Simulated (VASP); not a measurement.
**Mo: equation of state with PBEsol**

The system is Mo.

```
CELL_PARAMETERS angstrom
-1.58381 1.58381 1.58381
1.58381 -1.58381 1.58381
1.58381 1.58381 -1.58381
ATOMIC_POSITIONS crystal
Mo 0.00000 0.00000 0.00000
```

```json
{
 "Program": "VASP 6.6.1",
 "Task": "equation of state",
 "Functional": "PBEsol",
 "Potentials or basis": "VASP PAW PBE potentials, release 64 (Mo_sv)",
 "Cutoff": "520 eV",
 "k mesh": "12 × 12 × 12",
 "Occupations": "fermi-dirac, width 0.05 eV",
 "Spin": "no spin polarisation"
}
```

| Item | Value |
| --- | --- |
| Equilibrium volume | 15.35 Å³/atom |
| Bulk modulus | 284 GPa |
| Pressure derivative of the bulk modulus | 4.4 |

Energy against volume, from the lowest point:
```tsv
volume (Å³/atom)	energy (meV/atom)
14.938	9.86
15.256	0.00
15.574	2.19
15.892	15.16
16.209	37.82
16.527	69.12
16.845	108.17
```

All runs of the series together: 71 s on 1 thread of AMD EPYC 7R13 Processor (Zen 3), on a shared host.

Caveat: the PAW data sets were made with another functional, which shifts forces and pressure a little.
